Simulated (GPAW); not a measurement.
A run of GPAW 26.7.0 is set up as follows.

Contents of run.py:

```python
from ase.eos import EquationOfState
from ase.io import Trajectory, read
from ase.units import GPa
from gpaw import GPAW, PW

atoms = read('POSCAR')

traj = Trajectory('eos.traj', 'w')
volumes, energies = [], []
for x in [0.94, 0.96, 0.98, 1.0, 1.02, 1.04, 1.06]:
    a = atoms.copy()
    a.set_cell(atoms.cell * x**(1 / 3), scale_atoms=True)
    calc = GPAW(mode=PW(600),
                xc='MGGA_X_SCAN+MGGA_C_SCAN',
                kpts={'size': (7, 7, 7), 'gamma': True},
                occupations={'name': 'fermi-dirac', 'width': 0.05},
                nbands=23,
                convergence={'density': 1e-05, 'energy': 1e-05},
                maxiter=150,
                txt=f'eos-{x:.2f}.txt')
    a.calc = calc
    energies.append(a.get_potential_energy(force_consistent=True))
    volumes.append(a.get_volume())
    p = -a.get_stress()[:3].mean() / GPa
    calc.write(f'eos-{x:.2f}.gpw')
    traj.write(a)
    print(f'{x:.2f} {volumes[-1]:10.4f} A^3 {energies[-1]:14.6f} eV {p:9.3f} GPa', flush=True)

v0, e0, B = EquationOfState(volumes, energies, eos='birchmurnaghan').fit()
print(f'V0 = {v0:.4f} A^3, E0 = {e0:.6f} eV, B0 = {B / GPa:.2f} GPa')
```

POSCAR

```
AgCl
1.0
    0.0000000000      2.7350000000      2.7350000000
    2.7350000000      0.0000000000      2.7350000000
    2.7350000000      2.7350000000      0.0000000000
Ag Cl
1 1
Direct
    0.0000000000      0.0000000000      0.0000000000
    0.5000000000      0.5000000000      0.5000000000
```

Potentials or basis: GPAW PAW data sets (gpaw-data 1.2.1), pw.

Run with:

```sh
$ OMP_NUM_THREADS=1 python run.py
```

(1) Predict the bulk modulus.

(2) Predict the equilibrium volume.

Answers

(1) 52 GPa (rough).

(2) 21.28 Å³/atom (rough: see the caveat).

Caveat: the points scatter about the fit; the PAW data sets were made with another functional, which shifts forces and pressure a little.
